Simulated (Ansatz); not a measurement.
# KI (Fm-3m) in Ansatz: further runs

Aim: see how the results for KI move with the level of theory and the settings. Levels: RPBE+D4, PBE. Tasks: relaxation of cell and atoms, relaxation of the atoms.

Everything below comes from runs of Ansatz 0.2.0. Logs are shortened: lines on timing, memory, paths and dates and some standing lists are left out, and cuts for length are marked.

### 1 Starting point

It takes space group Fm-3m (No. 225, cubic). Conventional cell: a = 7.066 Å, b = 7.066 Å, c = 7.066 Å, α = 90.00°, β = 90.00°, γ = 90.00°. I (site symmetry m-3m) has 6 K at 3.53 Å as nearest neighbours. K (site symmetry m-3m) is surrounded by 6 I at 3.53 Å.

### 2 Relaxation of cell and atoms, RPBE+D4

File input.yaml:

```yaml
crystal:
  lattice:
    - [0.0, 3.532775, 3.532775]
    - [3.532775, 0.0, 3.532775]
    - [3.532775, 3.532775, 0.0]
  atoms:
    - { symbol: I, position: [0.5, 0.5, 0.5] }
    - { symbol: K, position: [0.0, 0.0, 0.0] }
hamiltonian:
  xc: rpbe
  pseudopotentials: { kind: paw }
  dispersion: d4
kpoints:
  mp_grid: { grid: [7, 7, 7] }
scf:
  occupations: { method: fermi_dirac, width: 0.05 }
output:
  forces: true
  stress: true
  eigenvalues: true
  write_density: true
  write_potential: true
  elf: true
  volumetric_format: npy
relax:
  f_tol: 0.01
  max_steps: 40
  cell: { stress_tol: 0.05 }
```

Potentials or basis: Ansatz PAW.

On the command line:

```bash
$ ansatz run input.yaml --threads 2 --pin off --max-ram 5632MiB --backend cpu --events-out ev --progress --plain --runs-dir out
```

Log:

```text
Warning: RAYON_NUM_THREADS=2 ignored (pool sized by the plan → 2); use --threads N
Engine: ansatz 0.2.0, aarch64-unknown-linux-gnu
Pseudopotentials: kind: paw
Pseudopotential: I, paw, valence charge 17, recommended cutoff 420 eV (normal), I.paw.azcp
Pseudopotential: K, paw, valence charge 9, recommended cutoff 420 eV (normal), K.paw.azcp
Functional definition: RPBE
  parameter kappa = 0.804
  parameter beta = 0.06672455060314922
  exchange = rpbe_x(kappa = kappa, mu = beta*pi^2/3)
  correlation = pbe_c(beta = beta)
Crystal: 2 atoms, lattice volume = 88.182 Å³
Basis set: ecut = 420 eV, 1759 PW (Γ), exchange–correlation on 72×72×72 points (8 copies of the dense FFT grid, shifted against one another)
Bands: 17, of which v1, the nominal top of the filled ones, is band 13 counted from 1 (12 counted from 0)
Symmetry: 48 space group operations
Space group: Fm-3m (ITA 225), of the structure as read, at distance tolerance 4.5e-5 Å
k-points: 20 of 343
Non-local potential: I, projectors of the file, l = 0: 2, l = 1: 2, l = 2: 2, l = 3: 2
Non-local potential: K, projectors of the file, l = 0: 3, l = 1: 2, l = 2: 2
PAW form: soft (Blöchl's): semilocal exchange-correlation on the pseudo side does not see the compensation charge
PAW frozen core: I, regenerated for the run's functional, and the local potential with it (the file was generated under x = pbe(κ = 0.804, μ = 0.2195149727645171), c = pbe(β = 0.06672455060314922))
PAW frozen core: K, regenerated for the run's functional, and the local potential with it (the file was generated under x = pbe(κ = 0.804, μ = 0.2195149727645171), c = pbe(β = 0.06672455060314922))
PAW one-centre angular grid: I, 590 points (default); XC on 64 Gauss nodes
PAW one-centre angular grid: K, 110 points (default); XC on 64 Gauss nodes
Initial density: superposition of atomic densities (neutral atoms: chi_scale 0, normalization atom), corrected by the library's trained network
Initial wavefunctions: pseudopotential atomic-orbital guess
Functional: x = rpbe, c = pbe(β = 0.06672455060314922)
SCF iter   1: F=—  HF=-9067.616449 eV  |F-HF|=—  |Δ(HF+E_count)|=         —  Δρ=2.04e-3  dr2=5.28e-3  ethr=1.77e-3  ⟨swp⟩=7.3  Hψ=1988  notcnv=0
preconditioner: auto → none  [insulator: Δε(μ)=4.274 eV  Ē_g=13.963 eV  σ=0.050 eV  W_gap=1.00  n_scr=14 (ndim 8)  ℏωp=14.8 eV  f_vac=0.139  D(μ)=0.00/eV (n_scr^D=0)  ε∞_Penn≈2.1]
SCF iter   2: F=—  HF=-9067.615758 eV  |F-HF|=—  |Δ(HF+E_count)|=   6.91e-4  Δρ=9.84e-4  dr2=5.67e-4  ethr=2.03e-5  ⟨swp⟩=2.0  Hψ=819  notcnv=0
SCF iter   3: F=—  HF=-9067.615873 eV  |F-HF|=—  |Δ(HF+E_count)|=   1.15e-4  Δρ=4.63e-4  dr2=1.18e-4  ethr=2.18e-6  ⟨swp⟩=2.0  Hψ=593  notcnv=0
SCF iter   4: F=—  HF=-9067.615981 eV  |F-HF|=—  |Δ(HF+E_count)|=   1.08e-4  Δρ=6.25e-5  dr2=4.03e-6  ethr=4.54e-7  ⟨swp⟩=3.0  Hψ=600  notcnv=0
SCF iter   5: F=—  HF=-9067.615981 eV  |F-HF|=—  |Δ(HF+E_count)|=   1.88e-7  Δρ=9.60e-6  dr2=5.51e-8  ethr=1.55e-8  ⟨swp⟩=2.0  Hψ=600  notcnv=0
SCF iter   6: F=-9067.615982 eV  HF=-9067.615982 eV  |F-HF|=6.46e-9  |Δ(HF+E_count)|=   2.95e-7  Δρ=2.84e-6  dr2=8.17e-9  ethr=2.12e-10  ⟨swp⟩=7.5  Hψ=2557  notcnv=0
SCF 1 converged in 6 iterations: F = -9067.615982 eV  dr2 = 8.17e-9
relax step   1: F+E_penalty+E_count = -9067.61598159 eV  Δ(F+E_penalty+E_count) = +0.000e0 eV  max|allowed force component| = 4.822e-29 eV/Å  Δτ_max = 0.0000 Å  P = +0.575 GPa  Ω = 88.182 Å³  (6 SCF iters, dr2 threshold 1.00e-7 eV, accepted)
Crystal: 2 atoms, lattice volume = 89.850 Å³
Basis set: ecut = 420 eV, 1807 PW (Γ), exchange–correlation on 72×72×72 points (8 copies of the dense FFT grid, shifted against one another)
Initial density: handed on by an earlier stage of this run
Initial wavefunctions: those handed on with the density
iter 1 solved again at ethr=2.31e-6 eV; its pass at ethr=3.10e-3 eV (dr2=6.01e-4 eV) is discarded
SCF iter   1: F=—  HF=-9067.620971 eV  |F-HF|=—  |Δ(HF+E_count)|=         —  Δρ=5.30e-4  dr2=6.39e-4  ethr=2.31e-6  ⟨swp⟩=1.9  Hψ=2369  notcnv=0
preconditioner: auto → none  [insulator: Δε(μ)=4.261 eV  Ē_g=13.939 eV  σ=0.050 eV  W_gap=1.00  n_scr=14 (ndim 8)  ℏωp=14.7 eV  f_vac=0.168  D(μ)=0.00/eV (n_scr^D=0)  ε∞_Penn≈2.1]
SCF iter   2: F=—  HF=-9067.620692 eV  |F-HF|=—  |Δ(HF+E_count)|=   2.79e-4  Δρ=1.90e-4  dr2=3.34e-5  ethr=2.31e-6  ⟨swp⟩=2.0  Hψ=481  notcnv=0
SCF iter   3: F=—  HF=-9067.620687 eV  |F-HF|=—  |Δ(HF+E_count)|=   4.73e-6  Δρ=8.34e-5  dr2=6.19e-6  ethr=1.28e-7  ⟨swp⟩=2.1  Hψ=566  notcnv=0
SCF iter   4: F=—  HF=-9067.620692 eV  |F-HF|=—  |Δ(HF+E_count)|=   4.07e-6  Δρ=1.50e-5  dr2=3.51e-7  ethr=2.38e-8  ⟨swp⟩=2.1  Hψ=417  notcnv=0
SCF iter   5: F=-9067.620692 eV  HF=-9067.620692 eV  |F-HF|=3.05e-8  |Δ(HF+E_count)|=   3.78e-7  Δρ=4.25e-6  dr2=1.16e-8  ethr=7.69e-10  ⟨swp⟩=11.9  Hψ=2737  notcnv=0
SCF 2 converged in 5 iterations: F = -9067.620692 eV  dr2 = 1.16e-8
relax step   2: F+E_penalty+E_count = -9067.62069195 eV  Δ(F+E_penalty+E_count) = -4.710e-3 eV  max|allowed force component| = 1.196e-29 eV/Å  Δτ_max = 0.0000 Å  P = +0.346 GPa  Ω = 89.850 Å³  energy of the carried Pulay correction = -6.447e-5 eV  (5 SCF iters, dr2 threshold 2.00e-7 eV, accepted)
Crystal: 2 atoms, lattice volume = 92.487 Å³
iter 1 solved again at ethr=5.76e-6 eV; its pass at ethr=3.10e-3 eV (dr2=1.50e-3 eV) is discarded
SCF iter   1: F=—  HF=-9067.624275 eV  |F-HF|=—  |Δ(HF+E_count)|=         —  Δρ=8.20e-4  dr2=1.58e-3  ethr=5.76e-6  ⟨swp⟩=1.9  Hψ=2455  notcnv=0
preconditioner: auto → none  [insulator: Δε(μ)=4.211 eV  Ē_g=13.898 eV  σ=0.050 eV  W_gap=1.00  n_scr=14 (ndim 8)  ℏωp=14.4 eV  f_vac=0.186  D(μ)=0.00/eV (n_scr^D=0)  ε∞_Penn≈2.1]
SCF iter   2: F=—  HF=-9067.623583 eV  |F-HF|=—  |Δ(HF+E_count)|=   6.93e-4  Δρ=2.83e-4  dr2=8.07e-5  ethr=5.76e-6  ⟨swp⟩=2.0  Hψ=546  notcnv=0
SCF iter   3: F=—  HF=-9067.623581 eV  |F-HF|=—  |Δ(HF+E_count)|=   1.62e-6  Δρ=1.29e-4  dr2=1.54e-5  ethr=3.11e-7  ⟨swp⟩=2.9  Hψ=622  notcnv=0
SCF iter   4: F=—  HF=-9067.623591 eV  |F-HF|=—  |Δ(HF+E_count)|=   1.03e-5  Δρ=1.81e-5  dr2=6.81e-7  ethr=5.91e-8  ⟨swp⟩=2.5  Hψ=454  notcnv=0
SCF iter   5: F=-9067.623592 eV  HF=-9067.623592 eV  |F-HF|=6.28e-8  |Δ(HF+E_count)|=   6.26e-7  Δρ=4.46e-6  dr2=2.02e-8  ethr=7.69e-10  ⟨swp⟩=11.8  Hψ=2680  notcnv=0
WARN: dispersion: an atom stands within reach of a switch of its C6 between two reference coordination numbers of its element: through that C6 alone, e_disp changes by 0.025 eV or more while the distances to its neighbours run over a stretch of 0.05 Å that contains this geometry (sites counted from 0 in the run's list of atoms or, in a supercell that it derives, in that cell's: here a list of 2) — site 1 (K): coordination number 6.284 (about 5.83 to 6.74 with every neighbour 0.05 Å farther or nearer), switch near 6.112 between the references 11.450 (weight 1.00) and 0.774 (weight 0.00), e_disp changing by some 0.14 eV. This is how the published method behaves, and the energy and the forces stay consistent. Where you compare this geometry's total energy with another's, compare their components.e_disp too, and, where the geometries are yours to choose, keep both on one side of the switch, which a site's coordination number tells: a relaxation that ends in reach of it can search the other side under relax.adjacent_minimum: search, except where no move that the cell, the constraints and the symmetry allow carries the atom there
SCF 3 converged in 5 iterations: F = -9067.623592 eV  dr2 = 2.02e-8
relax step   3: F+E_penalty+E_count = -9067.62359211 eV  Δ(F+E_penalty+E_count) = -2.900e-3 eV  max|allowed force component| = 1.397e-29 eV/Å  Δτ_max = 0.0000 Å  P = +0.027 GPa  Ω = 92.487 Å³  energy of the carried Pulay correction = -1.640e-4 eV  (5 SCF iters, dr2 threshold 2.00e-7 eV, accepted)
Initial wavefunctions: pseudopotential atomic-orbital guess (no wavefunctions were taken with the density)
iter 1 solved again at ethr=8.67e-7 eV; its pass at ethr=3.10e-3 eV (dr2=2.26e-4 eV) is discarded
SCF iter   1: F=—  HF=-9067.600602 eV  |F-HF|=—  |Δ(HF+E_count)|=         —  Δρ=4.88e-4  dr2=1.20e-5  ethr=8.67e-7  ⟨swp⟩=3.0  Hψ=2934  notcnv=0
preconditioner: auto → none  [insulator: Δε(μ)=4.170 eV  Ē_g=13.901 eV  σ=0.050 eV  W_gap=1.00  n_scr=14 (ndim 8)  ℏωp=14.4 eV  f_vac=0.184  D(μ)=0.00/eV (n_scr^D=0)  ε∞_Penn≈2.1]
SCF iter   2: F=—  HF=-9067.616740 eV  |F-HF|=—  |Δ(HF+E_count)|=   1.61e-2  Δρ=2.43e-4  dr2=2.71e-6  ethr=4.60e-8  ⟨swp⟩=2.9  Hψ=575  notcnv=0
SCF iter   3: F=—  HF=-9067.621114 eV  |F-HF|=—  |Δ(HF+E_count)|=   4.37e-3  Δρ=1.46e-4  dr2=1.31e-6  ethr=1.04e-8  ⟨swp⟩=2.0  Hψ=485  notcnv=0
SCF iter   4: F=—  HF=-9067.623695 eV  |F-HF|=—  |Δ(HF+E_count)|=   2.58e-3  Δρ=1.92e-5  dr2=2.20e-8  ethr=5.04e-9  ⟨swp⟩=2.0  Hψ=480  notcnv=0
SCF iter   5: F=—  HF=-9067.623738 eV  |F-HF|=—  |Δ(HF+E_count)|=   4.26e-5  Δρ=2.73e-6  dr2=1.37e-8  ethr=8.47e-11  ⟨swp⟩=2.0  Hψ=601  notcnv=0
SCF iter   6: F=—  HF=-9067.623738 eV  |F-HF|=—  |Δ(HF+E_count)|=  5.62e-10  Δρ=9.65e-7  dr2=1.18e-9  ethr=5.26e-11  ⟨swp⟩=2.0  Hψ=419  notcnv=0
SCF iter   7: F=—  HF=-9067.623738 eV  |F-HF|=—  |Δ(HF+E_count)|=   1.11e-9  Δρ=2.38e-7  dr2=1.02e-10  ethr=4.56e-12  ⟨swp⟩=2.4  Hψ=462  notcnv=0
SCF iter   8: F=—  HF=-9067.623738 eV  |F-HF|=—  |Δ(HF+E_count)|=  7.66e-10  Δρ=1.78e-7  dr2=8.28e-11  ethr=1.00e-12  ⟨swp⟩=6.9  Hψ=1703  notcnv=0
SCF iter   9: F=-9067.623738 eV  HF=-9067.623738 eV  |F-HF|=3.64e-12  |Δ(HF+E_count)|=  4.31e-10  Δρ=2.63e-8  dr2=1.62e-12  ethr=1.00e-12  ⟨swp⟩=4.6  Hψ=1533  notcnv=0
WARN: dispersion: an atom stands within reach of a switch of its C6 between two reference coordination numbers of its element: through that C6 alone, e_disp changes by 0.025 eV or more while the distances to its neighbours run over a stretch of 0.05 Å that contains this geometry (sites counted from 0 in the run's list of atoms or, in a supercell that it derives, in that cell's: here a list of 2) — site 1 (K): coordination number 6.284 (about 5.83 to 6.74 with every neighbour 0.05 Å farther or nearer), switch near 6.112 between the references 11.450 (weight 1.00) and 0.774 (weight 0.00), e_disp changing by some 0.14 eV. This is how the published method behaves, and the energy and the forces stay consistent. Where you compare this geometry's total energy with another's, compare their components.e_disp too, and, where the geometries are yours to choose, keep both on one side of the switch, which a site's coordination number tells: a relaxation that ends in reach of it can search the other side under relax.adjacent_minimum: search, except where no move that the cell, the constraints and the symmetry allow carries the atom there
SCF 4 converged in 9 iterations: F = -9067.623738 eV  dr2 = 1.62e-12
relax step   4: F+E_penalty+E_count = -9067.62373771 eV  Δ(F+E_penalty+E_count) = -1.456e-4 eV  max|allowed force component| = 1.247e-29 eV/Å  Δτ_max = 0.0000 Å  P = +0.026 GPa  Ω = 92.487 Å³  stress off target by 2.57e-2 GPa  SCF on the basis re-selected at this cell (its energy is not comparable with the rows above)  (9 SCF iters)
basis re-selected at this cell: Δ(F+E_penalty+E_count) = -1.456e-4 eV, ΔP = -0.001 GPa vs the last step (what re-selecting the basis moved, of the pressure what is left beyond the Pulay correction that the steps carried, after the strain that the cell walked since its last selection, with what the two solves' SCF thresholds leave and, on support functions, any second-order correction that the steps lacked; it is no measure of the basis error at this ecutwfc). This SCF's stress stands 2.57e-2 GPa from its target on what of the cell is left free (relax.cell.stress_tol is 5.00e-2 GPa) and its largest allowed force component is 1.25e-29 eV/Å (relax.f_tol is 1.00e-2 eV/Å): within both
SCF converged after 9 iterations
Free energy (F): -9067.623738 eV
Harris-Foulkes:  -9067.623738 eV  (|F-HF|=3.64e-12)
Internal energy: -9067.623738 eV  (E = F + TS)
E sigma→0 (E₀):  -9067.623738 eV
Fermi energy:    4.175516 eV
--- Per-component energies (eV) ---
  E_band       = -527.742323
  E_kinetic    = 443.074012
  E_local      = -2886.416355  (includes V_loc(G=0)·N_el)
  E_nonlocal   = -79.090083
  E_hartree    = 1367.359397
  E_xc         = -264.620468
  E_vxc        = -294.119923  (∫ρ·V_xc dr)
  E_paw        = -5611.529187  (= ΣΔE_a)
  E_vpaw       = -445.908805  (= ΣTr[D̂ρ^β])
  E_aug_tail   = -0.000032  (compensation charges beyond the density's cutoff)
  E_ewald      = -2035.824027
  E_disp       = -0.466435  (pairwise vdW)
  E_core_change = -0.110559  (= ΣΔE_core)
  E_smearing   = -0.000000  (= −TS)
  E_closure    = -0.000000  (closes the sum)
  Σ components = -9067.623738   (vs F -9067.623738, Δ=0.00e0)
--- Forces (eV/Å), atoms counted from 1 ---
  atom   1  I      0.00000000    -0.00000000     0.00000000
  atom   2  K     -0.00000000     0.00000000    -0.00000000
  max |Σ_I F_I| component: 2.34e-29 eV/Å
--- Stress (GPa, compression-positive) ---
        0.025661      -0.000000      -0.000000
       -0.000000       0.025661      -0.000000
       -0.000000      -0.000000       0.025661
  P = ⅓ Tr σ = 0.0257 GPa (0.257 kbar)
--- Band table (eV; the first three rows and the last of 20) ---
  k-point 0: bands = ["-40.6363", "-40.6363", "-40.6337", "-40.6337", "-40.6337", "-26.6730", "-10.1051", "-10.1051", "-10.1051", "-8.3593", "2.0243", "2.0243", "2.0243", "6.1915", "8.7165", "8.7165", "8.7165"]
  k-point 1: bands = ["-40.6363", "-40.6363", "-40.6337", "-40.6337", "-40.6337", "-26.6727", "-10.1255", "-10.1054", "-10.1054", "-8.3188", "1.7483", "1.9663", "1.9663", "6.6361", "8.6477", "8.9215", "8.9215"]
  k-point 2: bands = ["-40.6363", "-40.6363", "-40.6337", "-40.6337", "-40.6337", "-26.6721", "-10.1689", "-10.1062", "-10.1062", "-8.2295", "1.2465", "1.8429", "1.8429", "7.4052", "8.9050", "9.4379", "9.4379"]
  k-point 19: bands = ["-40.6363", "-40.6362", "-40.6337", "-40.6337", "-40.6337", "-26.6711", "-10.1490", "-10.1303", "-10.1193", "-8.1946", "1.3308", "1.3448", "1.6050", "8.3327", "8.8512", "9.0703", "10.2485"]
--- Relaxed structure (3 steps of the walk, 3 accepted, 1 SCFs on fresh bases) ---
  F+E_penalty+E_count = -9067.62373771 eV   max|allowed force component| = 1.247e-29 eV/Å   (the final SCF, on the basis selected at the relaxed cell)
  cell:  # Å, volume = 92.4871 Å³
    - [-1.9107645123358464e-34, 3.589360389069302, 3.589360389069302]
    - [3.589360389069302, -1.5923037602798727e-35, 3.589360389069302]
    - [3.589360389069302, 3.589360389069302, -1.640072873088268e-34]
  atoms:
    - { symbol: I, position: [0.5, 0.5, 0.5] }
    - { symbol: K, position: [1.419689213535561e-36, -2.27150274205686e-36, -1.1357513708383651e-36] }
```

It took 5.6 s on 2 threads of Arm Neoverse V1, shared host; peak memory 0.36 GiB.

What came out:

```yaml
Free_energy: -9067.6237 eV
Relaxed_volume: 46.24 Å³/atom
Relaxed_cell: a = 5.076 Å, b = 5.076 Å, c = 5.076 Å, α = 60.00°, β = 60.00°, γ = 60.00°
Space_group_after_relaxing_to_0.05_Å: Fm-3m (No. 225)
Energy_gained_by_relaxing: 3.9 meV/atom
Ionic_steps: 4
Pressure_after_relaxing: 0.0 GPa
Band_gap_on_the_k_mesh: 4.17 eV, direct
```

Step by step:
```csv
step,energy change (eV),largest force (eV/Å),volume (Å³)
1,0.0000,0.0000,88.18
2,-0.0047,0.0000,89.85
3,-0.0076,0.0000,92.49
4,-0.0078,0.0000,92.49
```

Final structure:
```cif
data_structure
_symmetry_space_group_name_H-M 'P 1'
_symmetry_Int_Tables_number 1
_cell_length_a 5.0761
_cell_length_b 5.0761
_cell_length_c 5.0761
_cell_angle_alpha 60.000
_cell_angle_beta 60.000
_cell_angle_gamma 60.000
_cell_volume 92.49
loop_
_atom_site_label
_atom_site_type_symbol
_atom_site_fract_x
_atom_site_fract_y
_atom_site_fract_z
_atom_site_occupancy
I1 I 0.50000 0.50000 0.50000 1
K1 K 0.00000 0.00000 0.00000 1
```

Caveat: odd divisions of the mesh miss points on the zone boundary, where band edges often lie, so the gap on the mesh can be too wide; the plane-wave basis is chosen anew once the cell has moved, so the energies of steps on either side of that aren't comparable; spin-orbit coupling is left out, which moves the levels of the heavy elements; the PAW data sets come from PBE, with cores solved anew for the run's functional, which leaves a small shift of forces and pressure.

### 3 Relaxation of the atoms, PBE (strained by +1 %)

Edit input.yaml of step 2 so:

```diff
@@ -2,4 +2,4 @@
   lattice:
-    - [0.0, 3.532775, 3.532775]
-    - [3.532775, 0.0, 3.532775]
+    - [0.0, 3.532775, 3.56810275]
+    - [3.532775, 0.0, 3.56810275]
     - [3.532775, 3.532775, 0.0]
@@ -9,5 +9,4 @@
 hamiltonian:
-  xc: rpbe
+  xc: pbe
   pseudopotentials: { kind: paw }
-  dispersion: d4
 kpoints:
@@ -27,2 +26 @@
   max_steps: 40
-  cell: { stress_tol: 0.05 }
```

Potentials or basis: Ansatz PAW.

On the command line:

```bash
$ ansatz run input.yaml --threads 2 --pin off --max-ram 5632MiB --backend cpu --events-out ev --progress --plain --runs-dir out
```

Log:

```text
Warning: output.stress: scf.convergence.dr2_threshold = 1e-7 eV (the SCF's general default) is looser than the 2e-10 eV advised for a printed stress (1e-10 eV for each atom of the cell: 2). What an SCF threshold leaves in a stress goes as its square root, and in the free energy as the threshold itself, and one threshold admits the most on a small cell: of the crystals measured, under no hybrid functional and no lock of the moments, on runs that ended without the residual-converged pass, on stresses that held no estimate of that error, the worst erred by over 100 MPa in a component at 1e-7 eV an atom and by under 5 at 1e-10. Every solve of this run answers to scf.convergence.dr2_threshold, and the tensor of one is reported: a single SCF on the reported geometry and on this run's grids (its basis.xc_grid and basis.ecutrho_ratio typed), with scf.convergence.dr2_threshold at 2e-10 eV or tighter, prints it and tightens no other solve. Else set scf.convergence.dr2_threshold to 2e-10 eV or tighter. The threshold is an SCF's pass mark: one that does not reach it within its budget of iterations ends unconverged, or closes short of it on a stop that the run arms, and scf.convergence.dr2_threshold's page says what that costs each kind of run
Warning: RAYON_NUM_THREADS=2 ignored (pool sized by the plan → 2); use --threads N
[... 3 set-up lines as earlier in the session ...]
[... 63 lines left out ...]
  k-point 1: bands = ["-40.5400", "-40.5399", "-40.5372", "-40.5372", "-40.5372", "-26.3225", "-9.8389", "-9.8103", "-9.8101", "-8.2461", "1.8717", "2.1212", "2.1230", "6.6097", "8.6160", "8.8976", "8.9332"]
  k-point 2: bands = ["-40.5400", "-40.5399", "-40.5372", "-40.5372", "-40.5371", "-26.3216", "-9.8987", "-9.8115", "-9.8108", "-8.1332", "1.3099", "1.9797", "1.9825", "7.3797", "8.9120", "9.4407", "9.4780"]
  k-point 39: bands = ["-40.5400", "-40.5399", "-40.5372", "-40.5372", "-40.5372", "-26.3203", "-9.8500", "-9.8434", "-9.8246", "-8.1400", "1.2500", "1.6801", "1.8306", "7.4086", "8.2486", "10.3834", "10.4103"]
--- Relaxed structure (1 steps of the walk, 1 accepted, 0 SCFs on fresh bases) ---
  F+E_penalty+E_count = -9053.69236421 eV   max|allowed force component| = 1.018e-28 eV/Å
  atoms:
    - { symbol: I, position: [0.5, 0.5, 0.4999999999999999] }
    - { symbol: K, position: [0.0, 0.0, 0.0] }
```

Run time: 2.7 s. Hardware: 2 threads of Arm Neoverse V1, shared host; peak memory 0.38 GiB.

What came out:

- Free energy: -9053.6924 eV
- Pressure after relaxing: 0.5 GPa
- Band gap on the k mesh: 3.94 eV, direct

Stress tensor (GPa, compression positive):
```
0.54 0.00 0.00
0.00 0.54 0.00
0.00 0.00 0.30
```

Final structure:
```xyz
2
Lattice="0.0000 3.5328 3.5681 3.5328 0.0000 3.5681 3.5328 3.5328 0.0000" Properties=species:S:1:pos:R:3 pbc="T T T"
I     3.5328    3.5328    3.5681
K     0.0000    0.0000    0.0000
```

Caveat: the relaxation stopped at its first step, so nothing moved; odd divisions of the mesh miss points on the zone boundary, where band edges often lie, so the gap on the mesh can be too wide; spin-orbit coupling is left out, which moves the levels of the heavy elements; the thresholds are loose for stress.
